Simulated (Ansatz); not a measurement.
# V (Im-3m) in Ansatz: settings compared

Aim: see how the results for V move with the level of theory and the settings. Levels: PBE+D3(BJ), PBE+D4, RPBE+D3(BJ), revPBE+D4. Tasks: relaxation of cell and atoms.

Everything below comes from runs of Ansatz 0.2.0. Logs are shortened: lines on timing, memory, paths and dates and some standing lists are left out, and cuts for length are marked.

## (1) Starting point

The structure is cubic, space group Im-3m (No. 229). The conventional cell has a = 3.029 Å, b = 3.029 Å, c = 3.029 Å, α = 90.00°, β = 90.00°, γ = 90.00°. V (site symmetry m-3m) is surrounded by 8 V at 2.62 Å.

## (2) Relaxation of cell and atoms, PBE+D3(BJ), collinear spin, ferromagnetic start

input.yaml reads:

```yaml
crystal:
  lattice:
    - [-1.51435, 1.51435, 1.51435]
    - [1.51435, -1.51435, 1.51435]
    - [1.51435, 1.51435, -1.51435]
  atoms:
    - { symbol: V, position: [0.0, 0.0, 0.0], spin: 2.0 }
hamiltonian:
  xc: pbe
  pseudopotentials: { kind: paw }
  dispersion: d3bj
magnetization:
  spin_polarized: true
kpoints:
  mp_grid: { grid: [12, 12, 12] }
scf:
  occupations: { method: fermi_dirac, width: 0.05 }
output:
  forces: true
  stress: true
relax:
  f_tol: 0.01
  max_steps: 40
  cell: { stress_tol: 0.05 }
```

Potentials or basis: Ansatz PAW.

The run is started by

```sh
ansatz run input.yaml --threads 2 --pin off --max-ram 5632MiB --backend cpu --events-out ev --progress --plain --runs-dir out
```

The program printed:

```text
Warning: RAYON_NUM_THREADS=2 ignored (pool sized by the plan → 2); use --threads N
Engine: ansatz 0.2.0, x86_64-unknown-linux-gnu
Pseudopotentials: kind: paw
Pseudopotential: V, paw, valence charge 13, recommended cutoff 420 eV (normal), V.paw.azcp
Functional definition: PBE
  parameter kappa = 0.804
  parameter beta = 0.06672455060314922
  exchange = pbe_x(kappa = kappa, mu = beta*pi^2/3)
  correlation = pbe_c(beta = beta)
Crystal: 1 atoms, lattice volume = 13.891 Å³
Basis set: ecut = 420 eV, 249 PW (Γ), exchange–correlation on 36×36×36 points (8 copies of the dense FFT grid, shifted against one another)
Bands: 12, of which v1, the nominal top of the filled ones, is band 7 counted from 1 (6 counted from 0)
Symmetry: 48 space group operations
Space group: Im-3m (ITA 229), of the structure as read, at distance tolerance 2.4e-5 Å
Magnetic group: BNS 229.140 (UNI 1642), of the structure as read, at distance tolerance 2.4e-5 Å
k-points: 72 of 1728
Non-local potential: V, projectors of the file, l = 0: 3, l = 1: 2, l = 2: 3, l = 3: 1
PAW form: soft (Blöchl's): semilocal exchange-correlation on the pseudo side does not see the compensation charge
PAW one-centre angular grid: V, 590 points (default); XC on 64 Gauss nodes
Initial density: superposition of atomic densities (chi_scale 0.1, normalization cell)
Starting moments: Σ|m| = 2 μB on 1 of 1 site
Initial wavefunctions: pseudopotential atomic-orbital guess
Functional: x = pbe(κ = 0.804, μ = 0.2195149727645171), c = pbe(β = 0.06672455060314922)
SCF iter   1: F=—  HF=-2912.909123 eV  |F-HF|=—  |Δ(HF+E_count)|=         —  Δρ=1.21e-1 (↑1.21e-1 ↓3.84e-2)  dr2=1.37e0  dr2_m=6.95e-1  M=1.089 μB ∫|m|=1.089 μB  β_m=0.30  ethr=3.10e-3  ⟨swp⟩=4.1  Hψ=8035  notcnv=0
Mixer restart at iter 1: flushing history
preconditioner: auto → none  [metal: Δε(μ)=0.032 eV  Ē_g=8.990 eV  σ=0.050 eV  W_gap=0.16  n_scr=0 (ndim 8)  ℏωp=22.3 eV  f_vac=0.000  D(μ)=1.12/eV (n_scr^D=12)]
SCF iter   2: F=—  HF=-2912.346637 eV  |F-HF|=—  |Δ(HF+E_count)|=   5.62e-1  Δρ=5.95e-2 (↑5.95e-2 ↓4.48e-2)  dr2=7.46e-2  dr2_m=3.32e-1  M=1.075 μB ∫|m|=1.075 μB  β_m=0.40  ethr=3.10e-3  ⟨swp⟩=3.0  Hψ=4483  notcnv=0  defer=105
SCF iter   3: F=—  HF=-2913.092938 eV  |F-HF|=—  |Δ(HF+E_count)|=         —  Δρ=8.85e-2 (↑8.85e-2 ↓7.54e-2)  dr2=4.45e-2  dr2_m=8.50e-1  M=0.288 μB ∫|m|=0.289 μB  β_m=1.00  ethr=5.74e-4  ⟨swp⟩=2.1  Hψ=2535  notcnv=0  defer=105
Mixer restart at iter 3: flushing history
SCF iter   4: F=—  HF=-2913.095446 eV  |F-HF|=—  |Δ(HF+E_count)|=   2.51e-3  Δρ=2.87e-2 (↑2.84e-2 ↓2.87e-2)  dr2=3.95e-1  dr2_m=3.68e-4  M=0.250 μB ∫|m|=0.250 μB  β_m=0.40  ethr=3.85e-4  ⟨swp⟩=2.2  Hψ=3388  notcnv=0  defer=105
SCF iter   5: F=—  HF=-2913.050146 eV  |F-HF|=—  |Δ(HF+E_count)|=   4.53e-2  Δρ=6.71e-3 (↑6.71e-3 ↓4.88e-3)  dr2=2.43e-3  dr2_m=2.74e-3  M=0.196 μB ∫|m|=0.196 μB  β_m=0.40  ethr=3.85e-4  ⟨swp⟩=2.4  Hψ=3832  notcnv=0  defer=108
SCF iter   6: F=—  HF=-2913.054968 eV  |F-HF|=—  |Δ(HF+E_count)|=   4.82e-3  Δρ=5.41e-3 (↑4.12e-3 ↓5.41e-3)  dr2=2.16e-3  dr2_m=2.34e-3  M=0.172 μB ∫|m|=0.172 μB  β_m=0.70  ethr=1.87e-5  ⟨swp⟩=3.0  Hψ=3593  notcnv=0  defer=117
SCF iter   7: F=—  HF=-2913.063155 eV  |F-HF|=—  |Δ(HF+E_count)|=   8.19e-3  Δρ=3.27e-3 (↑3.27e-3 ↓1.45e-3)  dr2=7.35e-4  dr2_m=6.35e-4  M=0.075 μB ∫|m|=0.075 μB  β_m=0.85  ethr=1.66e-5  ⟨swp⟩=2.3  Hψ=3148  notcnv=0  defer=132
[... 54 lines left out ...]
SCF iter   5: F=—  HF=-2913.110334 eV  |F-HF|=—  |Δ(HF+E_count)|=   2.12e-6  Δρ=2.15e-5 (↑1.32e-5 ↓2.15e-5)  dr2=1.60e-8  dr2_m=3.35e-8  M=0.001 μB ∫|m|=0.001 μB  β_m=0.86  ethr=9.50e-10  ⟨swp⟩=2.0  Hψ=2672  notcnv=0
iter 6 did not close the SCF: its close was put off for a magnetic moment that had not settled (scf_convergence_deferred on its scf_iter line)
SCF iter   6: F=-2913.110335 eV  HF=-2913.110335 eV  |F-HF|=2.16e-10  |Δ(HF+E_count)|=   2.36e-7  Δρ=6.04e-6 (↑6.04e-6 ↓3.65e-6)  dr2=1.82e-9  dr2_m=2.46e-9  M=0.001 μB ∫|m|=0.001 μB  β_m=0.75  ethr=1.23e-10  ⟨swp⟩=1.0  Hψ=5004  notcnv=0
SCF iter   7: F=—  HF=-2913.110335 eV  |F-HF|=—  |Δ(HF+E_count)|=   7.15e-8  Δρ=9.62e-6 (↑5.14e-6 ↓9.62e-6)  dr2=2.37e-8  dr2_m=1.12e-9  M=-0.000 μB ∫|m|=0.000 μB  β_m=0.96  ethr=1.40e-11  ⟨swp⟩=2.0  Hψ=2700  notcnv=0
iter 8 did not close the SCF: its close was put off for a magnetic moment that had not settled (scf_convergence_deferred on its scf_iter line)
SCF iter   8: F=-2913.110335 eV  HF=-2913.110335 eV  |F-HF|=1.40e-8  |Δ(HF+E_count)|=   8.66e-8  Δρ=7.33e-6 (↑5.51e-6 ↓7.33e-6)  dr2=1.89e-8  dr2_m=2.31e-10  M=-0.000 μB ∫|m|=0.000 μB  β_m=0.98  ethr=1.40e-11  ⟨swp⟩=1.0  Hψ=5004  notcnv=0
SCF iter   9: F=-2913.110335 eV  HF=-2913.110335 eV  |F-HF|=9.09e-13  |Δ(HF+E_count)|=   4.03e-9  Δρ=2.27e-7 (↑2.27e-7 ↓1.49e-7)  dr2=1.81e-12  dr2_m=3.91e-12  M=-0.000 μB ∫|m|=0.000 μB  ethr=1.40e-11  ⟨swp⟩=1.0  Hψ=4993  notcnv=0
the starting moments were not kept: the SCF closed with an absolute magnetisation of 2.1e-5 μB, where they sum to 2 μB in size (1 site). That is at most 0.1 of that sum. Measured as dr2_m measures the in/out step, that magnetisation stands 2.2e-10 eV from none, at or under the dr2_threshold of 1.0e-7 eV: it is no larger than a step whose dr2_m would equal this threshold.
SCF 4 converged in 9 iterations: F = -2913.110335 eV  dr2 = 1.81e-12
relax step   4: F+E_penalty+E_count = -2913.11033468 eV  Δ(F+E_penalty+E_count) = -1.844e-5 eV  max|allowed force component| = 0.000e0 eV/Å  Δτ_max = 0.0000 Å  P = -0.003 GPa  Ω = 12.836 Å³  energy of the carried Pulay correction = +5.735e-4 eV  (9 SCF iters, dr2 threshold 1.00e-7 eV, accepted)
Initial wavefunctions: pseudopotential atomic-orbital guess (no wavefunctions were taken with the density)
iter 1 solved again at ethr=4.64e-8 eV; its pass at ethr=3.10e-3 eV (dr2=6.03e-6 eV) is discarded
SCF iter   1: F=—  HF=-2913.109724 eV  |F-HF|=—  |Δ(HF+E_count)|=         —  Δρ=1.12e-4 (↑1.12e-4 ↓1.12e-4)  dr2=2.80e-6  dr2_m=1.70e-11  M=-0.000 μB ∫|m|=0.000 μB  β_m=0.65  ethr=4.64e-8  ⟨swp⟩=2.0  Hψ=12134  notcnv=0
preconditioner: auto → none  [metal: Δε(μ)=0.038 eV  Ē_g=8.991 eV  σ=0.050 eV  W_gap=0.19  n_scr=0 (ndim 8)  ℏωp=23.2 eV  f_vac=0.000  D(μ)=2.27/eV (n_scr^D=42)]
SCF iter   2: F=—  HF=-2913.109715 eV  |F-HF|=—  |Δ(HF+E_count)|=   8.91e-6  Δρ=3.90e-5 (↑3.90e-5 ↓3.88e-5)  dr2=2.05e-7  dr2_m=8.69e-12  M=-0.000 μB ∫|m|=0.000 μB  β_m=0.51  ethr=2.15e-8  ⟨swp⟩=1.7  Hψ=1915  notcnv=0
SCF iter   3: F=—  HF=-2913.109716 eV  |F-HF|=—  |Δ(HF+E_count)|=   9.89e-7  Δρ=1.73e-5 (↑1.73e-5 ↓1.73e-5)  dr2=2.52e-8  dr2_m=6.93e-12  M=-0.000 μB ∫|m|=0.000 μB  β_m=0.59  ethr=1.57e-9  ⟨swp⟩=2.0  Hψ=2686  notcnv=0
SCF iter   4: F=—  HF=-2913.109717 eV  |F-HF|=—  |Δ(HF+E_count)|=   7.93e-7  Δρ=1.12e-5 (↑1.12e-5 ↓1.09e-5)  dr2=5.28e-8  dr2_m=4.93e-12  M=-0.000 μB ∫|m|=0.000 μB  β_m=0.79  ethr=1.94e-10  ⟨swp⟩=2.0  Hψ=2644  notcnv=0
SCF iter   5: F=—  HF=-2913.109717 eV  |F-HF|=—  |Δ(HF+E_count)|=   6.42e-7  Δρ=3.21e-6 (↑3.21e-6 ↓3.02e-6)  dr2=4.49e-9  dr2_m=1.95e-12  M=-0.000 μB ∫|m|=0.000 μB  β_m=0.90  ethr=1.94e-10  ⟨swp⟩=2.0  Hψ=2698  notcnv=0
SCF iter   6: F=—  HF=-2913.109717 eV  |F-HF|=—  |Δ(HF+E_count)|=   3.15e-8  Δρ=8.39e-7 (↑8.39e-7 ↓7.01e-7)  dr2=2.72e-10  dr2_m=1.01e-12  M=-0.000 μB ∫|m|=0.000 μB  β_m=0.95  ethr=3.45e-11  ⟨swp⟩=2.0  Hψ=2676  notcnv=0
SCF iter   7: F=—  HF=-2913.109717 eV  |F-HF|=—  |Δ(HF+E_count)|=   1.13e-9  Δρ=1.59e-7 (↑8.43e-8 ↓1.59e-7)  dr2=6.23e-12  dr2_m=3.46e-13  M=-0.000 μB ∫|m|=0.000 μB  β_m=0.97  ethr=2.09e-12  ⟨swp⟩=2.0  Hψ=2680  notcnv=0
SCF iter   8: F=-2913.109717 eV  HF=-2913.109717 eV  |F-HF|=9.09e-13  |Δ(HF+E_count)|=  2.05e-11  Δρ=9.71e-8 (↑5.71e-8 ↓9.71e-8)  dr2=2.58e-12  dr2_m=1.02e-13  M=-0.000 μB ∫|m|=0.000 μB  ethr=1.00e-12  ⟨swp⟩=3.0  Hψ=5393  notcnv=0
the starting moments were not kept: the SCF closed with an absolute magnetisation of 3.3e-6 μB, where they sum to 2 μB in size (1 site). That is at most 0.1 of that sum. Measured as dr2_m measures the in/out step, that magnetisation stands 5.3e-12 eV from none, at or under the dr2_threshold of 1.0e-11 eV: it is no larger than a step whose dr2_m would equal this threshold.
SCF 5 converged in 8 iterations: F = -2913.109717 eV  dr2 = 2.58e-12
relax step   5: F+E_penalty+E_count = -2913.10971740 eV  Δ(F+E_penalty+E_count) = +6.173e-4 eV  max|allowed force component| = 0.000e0 eV/Å  Δτ_max = 0.0000 Å  P = +0.019 GPa  Ω = 12.836 Å³  stress off target by 1.90e-2 GPa  SCF on the basis re-selected at this cell (its energy is not comparable with the rows above)  (8 SCF iters)
basis re-selected at this cell: Δ(F+E_penalty+E_count) = +6.173e-4 eV, ΔP = +0.022 GPa vs the last step (what re-selecting the basis moved, of the pressure what is left beyond the Pulay correction that the steps carried, after the strain that the cell walked since its last selection, with what the two solves' SCF thresholds leave and, on support functions, any second-order correction that the steps lacked; it is no measure of the basis error at this ecutwfc). This SCF's stress stands 1.90e-2 GPa from its target on what of the cell is left free (relax.cell.stress_tol is 5.00e-2 GPa) and its largest allowed force component is 0.00e0 eV/Å (relax.f_tol is 1.00e-2 eV/Å): within both
SCF converged after 8 iterations
Magnetization: -0.0000 μB (6.5000 up, 6.5000 down)
Absolute magnetization: 0.0000 μB (∫|ρ↑−ρ↓|, with the PAW one-centre terms)
Spin contamination: 0.0000 ħ² per cell (⟨S²⟩ above its minimum at these occupations)
Per-site moments (μB) at R_I (Å): [(-2.540194984905344e-6, 1.0538283916988453)]
Free energy (F): -2913.109717 eV
Harris-Foulkes:  -2913.109717 eV  (|F-HF|=9.09e-13)
Internal energy: -2913.092064 eV  (E = F + TS)
E sigma→0 (E₀):  -2913.100891 eV
Entropy (-TS):   -0.017653 eV (-17.653 meV/atom)
Fermi energy:    17.477491 eV
--- Per-component energies (eV) ---
  E_band       = -131.637906
  E_kinetic    = 337.972300
  E_local      = -859.960015  (includes V_loc(G=0)·N_el)
  E_nonlocal   = -45.293670
  E_hartree    = 400.054620
  E_xc         = -130.986653
  E_vxc        = -166.114631  (∫ρ·V_xc dr)
  E_paw        = -1113.087161  (= ΣΔE_a)
  E_vpaw       = -198.351476  (= ΣTr[D̂ρ^β])
  E_aug_tail   = 0.000281  (compensation charges beyond the density's cutoff)
  E_ewald      = -1501.077496
  E_disp       = -0.714271  (pairwise vdW)
  E_smearing   = -0.017653  (= −TS)
  E_closure    = -0.000000  (closes the sum)
  Σ components = -2913.109717   (vs F -2913.109717, Δ=0.00e0)
--- Forces (eV/Å), atoms counted from 1 ---
  atom   1  V     -0.00000000    -0.00000000    -0.00000000
  max |Σ_I F_I| component: 4.72e-32 eV/Å
--- Stress (GPa, compression-positive) ---
        0.018987       0.000000       0.000000
        0.000000       0.018987      -0.000000
        0.000000       0.000000       0.018987
  P = ⅓ Tr σ = 0.0190 GPa (0.190 kbar)
--- Relaxed structure (4 steps of the walk, 4 accepted, 1 SCFs on fresh bases) ---
  F+E_penalty+E_count = -2913.10971740 eV   max|allowed force component| = 0.000e0 eV/Å   (the final SCF, on the basis selected at the relaxed cell)
  cell:  # Å, volume = 12.8356 Å³
    - [-1.4749772257624214, 1.4749772257624214, 1.4749772257624214]
    - [1.4749772257624214, -1.4749772257624214, 1.4749772257624214]
    - [1.4749772257624214, 1.4749772257624214, -1.4749772257624214]
  atoms:
    - { symbol: V, position: [0.0, 0.0, 0.0] }
```

Wall time 7.2 s (2 threads of Intel Xeon at 2.70GHz, shared host); peak memory 0.33 GiB.

What came out:

| Quantity | Value |
| --- | --- |
| Free energy | -2913.1097 eV |
| Relaxed volume | 12.84 Å³/atom |
| Relaxed cell | a = 2.555 Å, b = 2.555 Å, c = 2.555 Å, α = 109.47°, β = 109.47°, γ = 109.47° |
| Space group after relaxing (to 0.05 Å) | Im-3m (No. 229) |
| Energy gained by relaxing | 46.4 meV/atom |
| Ionic steps | 5 |
| Pressure after relaxing | 0.0 GPa |
| Net moment | 0.00 μB per cell |
| Absolute moment | 0.00 μB per cell |

Step by step:
```
step  energy change (eV)  largest force (eV/Å)  volume (Å³)
   1              0.0000                0.0000        13.89
   2             -0.0460                0.0000        12.69
   3             -0.0470                0.0000        12.85
   4             -0.0470                0.0000        12.84
   5             -0.0464                0.0000        12.84
```

Final structure:
```
V
1.0
    -1.47498    1.47498    1.47498
     1.47498   -1.47498    1.47498
     1.47498    1.47498   -1.47498
V
1
Direct
  0.00000 0.00000 0.00000
```

Caveat: the plane-wave basis is chosen anew once the cell has moved, so the energies of steps on either side of that aren't comparable; the starting moments weren't kept.

## (3) Relaxation of cell and atoms, PBE+D4, collinear spin, ferromagnetic start

Edit input.yaml of step 2 so:

```diff
@@ -10,3 +10,3 @@
   pseudopotentials: { kind: paw }
-  dispersion: d3bj
+  dispersion: d4
 magnetization:
@@ -20,2 +20,6 @@
   stress: true
+  write_density: true
+  write_potential: true
+  elf: true
+  volumetric_format: npy
 relax:
```

Potentials or basis: Ansatz PAW.

The run is started by

```sh
ansatz run input.yaml --threads 2 --pin off --max-ram 5632MiB --backend cpu --events-out ev --progress --plain --runs-dir out
```

The program printed:

```text
Warning: RAYON_NUM_THREADS=2 ignored (pool sized by the plan → 2); use --threads N
[... 8 set-up lines as earlier in the session ...]
Crystal: 1 atoms, lattice volume = 13.891 Å³
Basis set: ecut = 420 eV, 249 PW (Γ), exchange–correlation on 36×36×36 points (8 copies of the dense FFT grid, shifted against one another)
Bands: 12, of which v1, the nominal top of the filled ones, is band 7 counted from 1 (6 counted from 0)
[... 2 set-up lines as earlier in the session ...]
[... 118 lines left out ...]
  E_ewald      = -1487.928427
  E_disp       = -0.334674  (pairwise vdW)
  E_smearing   = -0.017853  (= −TS)
  E_closure    = 0.000000  (closes the sum)
  Σ components = -2912.744188   (vs F -2912.744188, Δ=0.00e0)
--- Forces (eV/Å), atoms counted from 1 ---
  atom   1  V     -0.00000000    -0.00000000    -0.00000000
  max |Σ_I F_I| component: 6.06e-32 eV/Å
--- Stress (GPa, compression-positive) ---
        0.011346       0.000000       0.000000
       -0.000000       0.011346       0.000000
        0.000000      -0.000000       0.011346
  P = ⅓ Tr σ = 0.0113 GPa (0.113 kbar)
--- Band table (eV; the first three rows and the last of 144) ---
  k-point 0 ↑: bands = ["-46.7059", "-19.9675", "-19.9675", "-19.9675", "10.3157", "17.3781", "17.3781", "17.3781", "19.4490", "19.4490", "37.6661", "37.6661"]
  k-point 1 ↑: bands = ["-46.6916", "-20.0353", "-19.9881", "-19.9680", "10.5999", "17.2562", "17.3485", "17.5840", "19.3141", "19.4577", "37.1580", "37.6018"]
  k-point 2 ↑: bands = ["-46.6526", "-20.2181", "-20.0440", "-19.9694", "11.3948", "16.9364", "17.1894", "18.1724", "19.1067", "19.4925", "35.6548", "37.0252"]
  k-point 71 ↓: bands = ["-46.3419", "-20.6256", "-20.6256", "-20.6256", "13.8592", "13.8592", "20.7996", "20.7996", "20.7996", "27.3755", "27.3755", "27.3755"]
--- Relaxed structure (4 steps of the walk, 4 accepted, 1 SCFs on fresh bases) ---
  F+E_penalty+E_count = -2912.74418817 eV   max|allowed force component| = 0.000e0 eV/Å   (the final SCF, on the basis selected at the relaxed cell)
  cell:  # Å, volume = 13.1789 Å³
    - [-1.488011842251311, 1.488011842251311, 1.488011842251311]
    - [1.488011842251311, -1.488011842251311, 1.488011842251311]
    - [1.488011842251311, 1.488011842251311, -1.488011842251311]
  atoms:
    - { symbol: V, position: [0.0, 0.0, 0.0] }
```

rho_z.tsv:

```text
# z_ang	rho[e/angstrom^3]	rho_spin[e/angstrom^3]
# format = ansatz-planar-average/11
# lattice	-1.488011842	1.488011842	1.488011842
# lattice	1.488011842	-1.488011842	1.488011842
# lattice	1.488011842	1.488011842	-1.488011842
# sites	1
# site	23	0.000000000	0.000000000	0.000000000
0.000000	2.127690e0	6.431560e-8
0.143184	2.016169e0	6.087554e-8
0.286368	1.716980e0	5.223162e-8
0.429552	1.320267e0	4.200125e-8
0.572736	9.314861e-1	3.315216e-8
0.715920	6.275856e-1	2.676900e-8
[... 10 lines left out ...]
2.290944	1.716980e0	5.223162e-8
2.434128	2.016169e0	6.087554e-8
```

v_z.tsv:

```text
# z_ang	v_es[eV]	v_tot_up[eV]	v_tot_dn[eV]
# format = ansatz-planar-average/11
# xc	pbe
# density_cutoff_ev	1680
# datasets	V=:simpson_from_first_knot:soft
# lattice	-1.488011842	1.488011842	1.488011842
# lattice	1.488011842	-1.488011842	1.488011842
# lattice	1.488011842	1.488011842	-1.488011842
# sites	1
# site	23	0.000000000	0.000000000	0.000000000
0.000000	3.802103e0	-1.101639e1	-1.101639e1
0.143184	3.951406e0	-1.072804e1	-1.072804e1
0.286368	4.439342e0	-9.837233e0	-9.837232e0
0.429552	5.372840e0	-8.288561e0	-8.288561e0
0.572736	6.854976e0	-6.053438e0	-6.053438e0
0.715920	8.882153e0	-3.229029e0	-3.229029e0
[... 10 lines left out ...]
2.290944	4.439342e0	-9.837233e0	-9.837232e0
2.434128	3.951406e0	-1.072804e1	-1.072804e1
```

It took 9.2 s on 2 threads of Intel Xeon at 2.70GHz, shared host; peak memory 0.34 GiB.

What came out:

| Property | Result |
| --- | --- |
| Free energy | -2912.7442 eV |
| Relaxed volume | 13.18 Å³/atom |
| Relaxed cell | a = 2.577 Å, b = 2.577 Å, c = 2.577 Å, α = 109.47°, β = 109.47°, γ = 109.47° |
| Space group after relaxing (to 0.05 Å) | Im-3m (No. 229) |
| Energy gained by relaxing | 20.7 meV/atom |
| Ionic steps | 5 |
| Pressure after relaxing | 0.0 GPa |
| Band gap on the k mesh | none (metal or under the smearing width) |
| Net moment | 0.00 μB per cell |
| Absolute moment | 0.00 μB per cell |

Step by step:
```tsv
step	energy change (eV)	largest force (eV/Å)	volume (Å³)
1	0.0000	0.0000	13.89
2	-0.0206	0.0000	13.07
3	-0.0210	0.0000	13.19
4	-0.0210	0.0000	13.18
5	-0.0207	0.0000	13.18
```

Final structure:
```
CELL_PARAMETERS angstrom
-1.48801 1.48801 1.48801
1.48801 -1.48801 1.48801
1.48801 1.48801 -1.48801
ATOMIC_POSITIONS crystal
V 0.00000 0.00000 0.00000
```

Caveat: the plane-wave basis is chosen anew once the cell has moved, so the energies of steps on either side of that aren't comparable; pairwise dispersion overbinds metals, which lowers pressure and volume; the starting moments weren't kept.

[end of part 1 of 2]
